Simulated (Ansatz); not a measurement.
Here is an Ansatz 0.2.0 calculation.

Contents of input.yaml:

```yaml
crystal:
  lattice:
    - [4.3, 0.0, 0.0]
    - [-2.15, 3.7239092363, 0.0]
    - [0.0, 0.0, 7.02]
  atoms:
    - { symbol: Cd, position: [0.6666666667, 0.3333333333, 0.5] }
    - { symbol: Cd, position: [0.3333333333, 0.6666666667, 0.0] }
    - { symbol: Se, position: [0.6666666667, 0.3333333333, 0.885] }
    - { symbol: Se, position: [0.3333333333, 0.6666666667, 0.385] }
hamiltonian:
  xc: pbesol
  pseudopotentials: { kind: paw }
kpoints:
  mp_grid: { grid: [7, 7, 4] }
scf:
  occupations: { method: gaussian, width: 0.05 }
output:
  forces: true
  stress: true
  eigenvalues: true
  write_density: true
  write_potential: true
  elf: true
  volumetric_format: npy
```

Potentials or basis: Ansatz PAW.

The run is started by

```console
$ ansatz run input.yaml --threads 2 --pin off --max-ram 5632MiB --backend cpu --events-out ev --progress --plain --runs-dir out
```

Task: Estimate the largest force.

Result: 0.265 eV/Å.

Task: Predict the band gap on the k mesh.

Result: 0.58 eV, direct.

Task: What does it give for the pressure?

Result: 0.2 GPa.

Forces on the atoms (eV/Å):
```
Cd   0.000  0.000  0.265
Cd   0.000  0.000  0.265
Se   0.000  0.000 -0.265
Se   0.000  0.000 -0.265
```

Caveat: odd divisions of the mesh miss points on the zone boundary, where band edges often lie, so the gap on the mesh can be too wide; the PAW data sets come from PBE, with cores solved anew for the run's functional, which leaves a small shift of forces and pressure.

**What was measured.**

A printed reference work, data compilation reports, for a bulk crystal of CdSe at 2 K: band gap 1.841 eV.

A measured gap of CdSe is 1.841 eV (2 K; a printed reference work, data compilation); the calculated 0.58 eV misses it by -1.26 eV. So large a miss can be the level of theory's own, or it may mean another phase, state or a wrong row. Spin-orbit coupling on Cd, Se is left out. The value is that of PBEsol, without temperature or zero-point motion. Semilocal functionals fall short of measured gaps as a rule.
